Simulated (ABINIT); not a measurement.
# TiCo (Pm-3m) in ABINIT: convergence with cutoff

Aim: find how far cutoff must go before the results for TiCo settle, at PBEsol. This setting moves, with any that are tied to it; all else stays.

Program: ABINIT 10.8.3 (patched build). These are calculated values, not measurements. Logs are shortened: lines on timing, memory, paths and dates and some standing lists are left out, and cuts for length are marked. The log counts tension as positive stress, the text compression.

**1. The structure**

It takes space group Pm-3m (No. 221, cubic). Conventional cell: a = 2.986 Å, b = 2.986 Å, c = 2.986 Å, α = 90.00°, β = 90.00°, γ = 90.00°. Co (site symmetry m-3m) is surrounded by 8 Ti at 2.59 Å. Ti (site symmetry m-3m) is surrounded by 8 Co at 2.59 Å.

The cell comes from a database or a generator and needn't be the stable form of this composition.

**2. With cutoff 10.5 Ha**

The input, run.abi:

```
pp_dirpath "./"
pseudos "Co.GGA_PBE-JTH.xml, Ti.GGA_PBE-JTH.xml"

acell 5.6429319488 5.6429319488 5.6429319488
rprim
     1.0000000000     0.0000000000     0.0000000000
     0.0000000000     1.0000000000     0.0000000000
     0.0000000000     0.0000000000     1.0000000000
ntypat 2
znucl 27 22
natom 2
typat 1 2
xcart
     1.4930554950     1.4930554950     1.4930554950
     0.0000000000     0.0000000000     0.0000000000 Angstrom

ecut 285.719556 eV
pawecutdg 63.6
pawxcdev 0

kptopt 1
ngkpt 9 9 9
nshiftk 1
shiftk 0.0 0.0 0.0

ixc -116133

nband 20
occopt 7
tsmear 0.05 eV

nsppol 2
spinat
     0.0000000000     0.0000000000     2.0000000000
     0.0000000000     0.0000000000     1.0000000000

nstep 100
tolvrs 1.0e-9

iomode 3
prtwf 0
prtden 0
prteig 0
prtebands 0
enunit 2
```

Potentials or basis: JTH PAW PBE v2.0.

Launch:

```bash
> abinit run.abi > log 2>&1
```

run.abo:

```text
.Version 10.8.3 of ABINIT
 Symmetries : space group Pm -3 m (#221); Bravais cP (primitive cubic)
================================================================================
 Values of the parameters that define the memory need of the present run
     intxc =       0    ionmov =       0      iscf =      17    lmnmax =      18
     lnmax =       6     mgfft =      18  mpssoang =       3    mqgrid =    3001
     natom =       2  nloc_mem =       2    nspden =       2   nspinor =       1
    nsppol =       2      nsym =      48    n1xccc =       1    ntypat =       2
    occopt =       7   xclevel =       2
       mpw =         297          nfft =        5832          nkpt =          35
 PAW method is used; the additional fine FFT grid is defined by:
   mgfftf=        45    nfftf =     91125
================================================================================
================================================================================

--------------------------------------------------------------------------------
------------- Echo of variables that govern the present computation ------------
--------------------------------------------------------------------------------
 -outvars: echo values of preprocessed input variables --------
            acell      5.6429319488E+00  5.6429319488E+00  5.6429319488E+00 Bohr
              amu      5.89332000E+01  4.78800000E+01
             ecut      1.05000000E+01 Hartree
           enunit           2
              ixc     -116133
         kptrlatt        9    0    0      0    9    0      0    0    9
          kptrlen      5.07863875E+01
            natom           2
            nband          20
            ngfft          18      18      18
          ngfftdg          45      45      45
             nkpt          35
           nspden           2
           nsppol           2
            nstep         100
             nsym          48
           ntypat           2
           occopt           7
        pawecutdg      6.36000000E+01 Hartree
         pawxcdev           0
           prtden           0
[... 223 lines left out ...]

--- !EnergyTerms
iteration_state     : {dtset: 1, }
comment             : Components of total free energy in Hartree
kinetic             :  1.96528139387536E+01
hartree             :  5.00217132354338E+01
xc                  : -6.38619484617876E+00
Ewald energy        : -1.37848524357748E+02
psp_core            :  6.55512975133363E+00
local_psp           : -1.62157136659957E+02
PAW spherical_terms :  2.52557636144619E+01
internal            : -2.04906435323901E+02
'-kT*entropy'       : -1.05893803940380E-04
total_energy        : -2.04906541217705E+02
total_energy_eV     : -5.57579103740301E+03
...

--- !EnergyTermsDC
iteration_state     : {dtset: 1, }
comment             : '"Double-counting" decomposition of free energy'
band_energy         : -2.08237065094904E+01
Ewald energy        : -1.37848524357748E+02
psp_core            :  6.55512975133363E+00
xc_dc               : -4.86485517383676E+01
PAW spherical_terms : -4.14078210250085E+00
internal            : -2.04906434956774E+02
'-kT*entropy'       : -1.05893803940380E-04
total_energy_dc     : -2.04906540850577E+02
total_energy_dc_eV  : -5.57579102741295E+03
...

--- !EnergyTermsWithPAWCore
iteration_state     : {dtset: 1, }
comment             : 'Components of total free energy, including PAW core contributions'
Total energy        : -2.24509049866154E+03
Total energy DC     : -2.24509049829441E+03
Total energy (eV)   : -6.10920247162613E+04
Total energy DC (eV): -6.10920247062712E+04
...

 Cartesian components of stress tensor (hartree/bohr^3)
  sigma(1 1)=  1.56544241E-03  sigma(3 2)=  0.00000000E+00
  sigma(2 2)=  1.56544241E-03  sigma(3 1)=  0.00000000E+00
  sigma(3 3)=  1.56544241E-03  sigma(2 1)=  0.00000000E+00

-Cartesian components of stress tensor (GPa)         [Pressure= -4.6057E+01 GPa]
- sigma(1 1)=  4.60569057E+01  sigma(3 2)=  0.00000000E+00
- sigma(2 2)=  4.60569057E+01  sigma(3 1)=  0.00000000E+00
- sigma(3 3)=  4.60569057E+01  sigma(2 1)=  0.00000000E+00

== END DATASET(S) ==============================================================
================================================================================

 -outvars: echo values of variables after computation  --------
            acell      5.6429319488E+00  5.6429319488E+00  5.6429319488E+00 Bohr
           etotal     -2.0490654085E+02
            fcart     -0.0000000000E+00 -0.0000000000E+00 -0.0000000000E+00
                      -0.0000000000E+00 -0.0000000000E+00 -0.0000000000E+00
           strten      1.5654424055E-03  1.5654424055E-03  1.5654424055E-03
                       0.0000000000E+00  0.0000000000E+00  0.0000000000E+00
           xangst      1.4930554950E+00  1.4930554950E+00  1.4930554950E+00
                       1.0221984026E-09  1.0221984026E-09  1.0221984026E-09
             xred      5.0000000034E-01  5.0000000034E-01  5.0000000034E-01
                       3.4231761870E-10  3.4231761870E-10  3.4231761870E-10
 Calculation completed.
```

Wall time 72 s (1 thread of Arm Neoverse V1, shared host); peak memory 0.14 GiB.

What came out:

```
Free energy                                           : -5575.7910 eV
Band gap on the k mesh                                : none (metal or under the smearing width)
Net moment                                            : 0.67 μB per cell
Site moments                                          : Co +0.74; Ti -0.03 μB
Valence electrons inside the program's atomic spheres : Co 15.59; Ti 10.20
```

**3. With cutoff 13 Ha**

Changes to run.abi since step 2:

```diff
@@ -16,3 +16,3 @@
 
-ecut 285.719556 eV
+ecut 353.748021 eV
 pawecutdg 63.6
```

Potentials or basis: JTH PAW PBE v2.0.

Launch:

```bash
> abinit run.abi > log 2>&1
```

Wall time 80 s (1 thread of Arm Neoverse V1, shared host); peak memory 0.14 GiB.

The run converged. Its results:

* Free energy: -5576.4366 eV
* Band gap on the k mesh: none (metal or under the smearing width)
* Net moment: 0.70 μB per cell
* Site moments: Co +0.78; Ti -0.03 μB
* Valence electrons inside the program's atomic spheres: Co 15.57; Ti 10.21

**4. With cutoff 15.5 Ha**

Changes to run.abi since step 3:

```diff
@@ -16,3 +16,3 @@
 
-ecut 353.748021 eV
+ecut 421.776487 eV
 pawecutdg 63.6
```

Launch:

```bash
> abinit run.abi > log 2>&1
```

Run time: 90 s. Hardware: 1 thread of Arm Neoverse V1, shared host; peak memory 0.15 GiB.

The run converged. Its results:

```yaml
Free_energy: -5576.4871 eV
Band_gap_on_the_k_mesh: none (metal or under the smearing width)
Net_moment: 0.71 μB per cell
Site_moments: Co +0.78; Ti -0.03 μB
Valence_electrons_inside_the_program's_atomic_spheres: Co 15.57; Ti 10.21
```

**5. With cutoff 18 Ha**

Changes to run.abi since step 4:

```diff
@@ -16,3 +16,3 @@
 
-ecut 421.776487 eV
+ecut 489.804952 eV
 pawecutdg 63.6
```

Launch:

```bash
> abinit run.abi > log 2>&1
```

It took 1.8 min on 1 thread of Arm Neoverse V1, shared host; peak memory 0.15 GiB.

Results (log left out):

| Item | Value |
| --- | --- |
| Free energy | -5576.5959 eV |
| Band gap on the k mesh | none (metal or under the smearing width) |
| Net moment | 0.71 μB per cell |
| Site moments | Co +0.79; Ti -0.03 μB |
| Valence electrons inside the program's atomic spheres | Co 15.57; Ti 10.20 |

**6. With cutoff 22 Ha**

Changes to run.abi since step 5:

```diff
@@ -16,3 +16,3 @@
 
-ecut 489.804952 eV
+ecut 598.650497 eV
 pawecutdg 63.6
```

Potentials or basis: JTH PAW PBE v2.0.

Launch:

```bash
> abinit run.abi > log 2>&1
```

Run time: 2.1 min. Hardware: 1 thread of Arm Neoverse V1, shared host; peak memory 0.16 GiB.

The run converged. Its results:

```yaml
Free_energy: -5576.6926 eV
Band_gap_on_the_k_mesh: none (metal or under the smearing width)
Net_moment: 0.71 μB per cell
Site_moments: Co +0.79; Ti -0.03 μB
Valence_electrons_inside_the_program's_atomic_spheres: Co 15.57; Ti 10.20
```

**7. With cutoff 26 Ha**

Changes to run.abi since step 6:

```diff
@@ -16,3 +16,3 @@
 
-ecut 598.650497 eV
+ecut 707.496042 eV
 pawecutdg 63.6
```

Launch:

```bash
> abinit run.abi > log 2>&1
```

Run time: 2.8 min. Hardware: 1 thread of Arm Neoverse V1, shared host; peak memory 0.17 GiB.

It converged, with:

```yaml
Free_energy: -5576.7028 eV
Pressure: -7.8 GPa
Band_gap_on_the_k_mesh: none (metal or under the smearing width)
Net_moment: 0.71 μB per cell
Site_moments: Co +0.79; Ti -0.03 μB
Valence_electrons_inside_the_program's_atomic_spheres: Co 15.57; Ti 10.20
```

**8. With cutoff 30 Ha**

Changes to run.abi since step 7:

```diff
@@ -16,3 +16,3 @@
 
-ecut 707.496042 eV
+ecut 816.341587 eV
 pawecutdg 63.6
```

Launch:

```bash
> abinit run.abi > log 2>&1
```

Run time: 3.1 min. Hardware: 1 thread of Arm Neoverse V1, shared host; peak memory 0.18 GiB.

The run converged. Its results:

| Quantity | Value |
| --- | --- |
| Free energy | -5576.7109 eV |
| Pressure | -8.0 GPa |
| Band gap on the k mesh | none (metal or under the smearing width) |
| Net moment | 0.71 μB per cell |
| Site moments | Co +0.79; Ti -0.03 μB |
| Valence electrons inside the program's atomic spheres | Co 15.57; Ti 10.20 |

**9. With cutoff 35 Ha**

Changes to run.abi since step 8:

```diff
@@ -16,3 +16,3 @@
 
-ecut 816.341587 eV
+ecut 952.398519 eV
 pawecutdg 63.6
```

Potentials or basis: JTH PAW PBE v2.0.

Launch:

```bash
> abinit run.abi > log 2>&1
```

It took 2.9 min on 1 thread of Arm Neoverse V1, shared host; peak memory 0.2 GiB.

It converged, with:

```yaml
Free_energy: -5576.7205 eV
Pressure: -7.8 GPa
Band_gap_on_the_k_mesh: none (metal or under the smearing width)
Net_moment: 0.71 μB per cell
Site_moments: Co +0.79; Ti -0.03 μB
Valence_electrons_inside_the_program's_atomic_spheres: Co 15.57; Ti 10.20
```

**10. With cutoff 41.5 Ha**

Changes to run.abi since step 9:

```diff
@@ -16,3 +16,3 @@
 
-ecut 952.398519 eV
+ecut 1129.272529 eV
 pawecutdg 63.6
```

Launch:

```bash
> abinit run.abi > log 2>&1
```

It took 3.9 min on 1 thread of Arm Neoverse V1, shared host; peak memory 0.22 GiB.

The run converged. Its results:

```
Free energy                                           : -5576.7223 eV
Pressure                                              : -7.7 GPa
Band gap on the k mesh                                : none (metal or under the smearing width)
Net moment                                            : 0.71 μB per cell
Site moments                                          : Co +0.79; Ti -0.03 μB
Valence electrons inside the program's atomic spheres : Co 15.57; Ti 10.20
```

**11. Result**

```tsv
cutoff	energy less the tightest run, at zero smearing (meV/atom)	largest site moment (μB)	SCF cycles	CPU time (s)	peak memory (GiB)
10.5 Ha	465.75	0.74	31	72	0.14
13 Ha	142.90	0.78	31	80	0.14
15.5 Ha	117.63	0.78	27	90	0.15
18 Ha	63.24	0.79	31	110	0.15
22 Ha	14.85	0.79	32	120	0.16
26 Ha	9.76	0.79	35	170	0.17
30 Ha	5.71	0.79	32	190	0.18
35 Ha	0.89	0.79	25	170	0.2
41.5 Ha	0.00	0.79	26	240	0.22
```

Against the tightest run, the energy stays within 1 meV/atom from 35 Ha on; the largest site moment stays within 0.02 μB from 13 Ha on. The tightest run that finished is the yardstick and may itself not be fully converged.

Caveats: small starting moments can end in a higher magnetic state in this program; the PAW data sets were made with another functional, which shifts forces and pressure a little.
